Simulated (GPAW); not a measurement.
Crystal: P.

```
P
1.0
     1.64774   -5.46504    0.00000
     1.64774    5.46504    0.00000
     0.00000    0.00000    4.54364
P
4
Direct
  0.90414 0.09586 0.58882
  0.09586 0.90414 0.41118
  0.59586 0.40414 0.08882
  0.40414 0.59586 0.91118
```

Base run:

```yaml
Program: GPAW 26.7.0
Functional: PBEint
Potentials_or_basis: PAW data sets generated in the run's folder for this functional
Cutoff: 600 eV
Basis: pw
k_mesh: 5 × 5 × 4
Occupations: fermi-dirac, width 0.05 eV
Spin: no spin polarisation
```

Its results: pressure 0.5 GPa; largest force 0.345 eV/Å.

Task: After a change of settings the same cell gave: pressure -0.3 GPa; largest force 0.329 eV/Å. Which change was it?
A. functional from PBEint to SOGGA
B. functional from PBEint to BP86
C. functional from PBEint to BLYP
D. functional from PBEint to LDA; potentials or basis from PAW data sets generated in the run's folder for this functional to JTH PAW 2.0, LDA

Result: A.

Caveats: some runs use coarse meshes.

Not every run made on this cell is shown here.
